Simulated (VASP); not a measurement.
InGaP2, 4 atoms in the cell. The structure is tetragonal, space group P-4m2 (No. 115). The conventional cell has a = 4.004 Å, b = 4.004 Å, c = 5.713 Å, α = 90.00°, β = 90.00°, γ = 90.00°. Around Ga (site symmetry -4m2) lie 4 P at 2.39 Å. P (site symmetry 2mm) is surrounded by 2 Ga at 2.39 Å and 2 In at 2.53 Å. Around In (site symmetry -4m2) lie 4 P at 2.53 Å. The cell was built by a generator and needn't be a form met in nature.

```yaml
Program: VASP 6.6.1
Task: single point
Functional: PBE
Potentials_or_basis: VASP PAW PBE potentials, release 64 (Ga_d, P, In_d)
Cutoff: 520 eV
k_mesh: 4 × 4 × 4
Occupations: gaussian, width 0.01 eV
Spin: no spin polarisation
Dipole_correction: no
Further_INCAR_settings: ALGO = Normal; EDIFF = 1e-07; NBANDS = 26
```

Potentials or basis: VASP PAW PBE potentials, release 64 (Ga_d, P, In_d).

Run with:

```console
$ cat potpaw_PBE.64/Ga_d/POTCAR potpaw_PBE.64/P/POTCAR potpaw_PBE.64/In_d/POTCAR > POTCAR
$ mpirun -np 1 vasp_std > vasp.out
```

Hardware: 1 thread of Intel(R) Xeon(R) Platinum 8559C (Emerald Rapids) (shared host).

Problem. How long does it take, and how much memory?

Solution. Wall time 32 s on 1 thread of Intel(R) Xeon(R) Platinum 8559C (Emerald Rapids), with other jobs on the host, peak memory 0.21 GiB. Counts: scf iterations 15, k points 18.
